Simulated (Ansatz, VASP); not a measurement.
## Na in VASP and in Ansatz

INCAR

```
SYSTEM = Na
ALGO = Normal
EDIFF = 1E-6
ENCUT = 520
GGA = PS
ISIF = 2
ISMEAR = -1
LASPH = .True.
LCHARG = .False.
LREAL = .False.
LWAVE = .False.
NBANDS = 10
NELM = 100
PREC = Accurate
SIGMA = 0.1
```

File KPOINTS:

```
k-points
0
Gamma
  11 11 11
  0 0 0
```

Contents of POSCAR:

```
Na
1.0
    3.2469980102      0.0000000000      0.0000000000
    0.0000000000      3.2469980102      0.0000000000
    0.0000000000      0.0000000000      3.2469980102
Na
1
Direct
    0.0000000000      0.0000000000      0.0000000000
```

Input for Ansatz:

```yaml
crystal:
  lattice:
    - [3.2469980102, 0.0, 0.0]
    - [0.0, 3.2469980102, 0.0]
    - [0.0, 0.0, 3.2469980102]
  atoms:
    - { symbol: Na, position: [0.0, 0.0, 0.0] }
hamiltonian:
  xc: pbesol
  pseudopotentials:
    kind: paw
    azcp:
      Na: "pseudopotentials/Na.paw.azcp"
basis:
  ecutwfc: 420
  fft_grid_basis: typed
kpoints:
  mp_grid: { grid: [11, 11, 11], shift: [0, 0, 0] }
magnetization:
  spin_polarized: false
scf:
  occupations: { method: fermi_dirac, width: 0.1 }
  lower_state_search: "off"
output:
  stress: true
```

Alike in both runs: task single point; functional PBEsol; k mesh 11 × 11 × 11; occupations fermi-dirac, width 0.1 eV; no spin polarisation.

|  | VASP | Ansatz |
| --- | --- | --- |
| version | VASP 6.6.1 | Ansatz 0.2.0 |
| potentials or method | VASP PAW PBE potentials, release 64 (Na_pv) | plane waves (420 eV) with PAW, scalar-relativistic |
| plane-wave cutoff (eV) | 520 | 420 |
| valence electrons in the cell | 7 | 9 |

|  | VASP | Ansatz | Ansatz less VASP |
| --- | --- | --- | --- |
| pressure (GPa) | 1.0 | 1.0 | +0.04 |

The two sets of potentials don't hold the same shells in valence. Ansatz warned: «pseudo_functional_mismatch».

Caveats: the PAW data sets were made with another functional, which shifts forces and pressure a little (VASP).
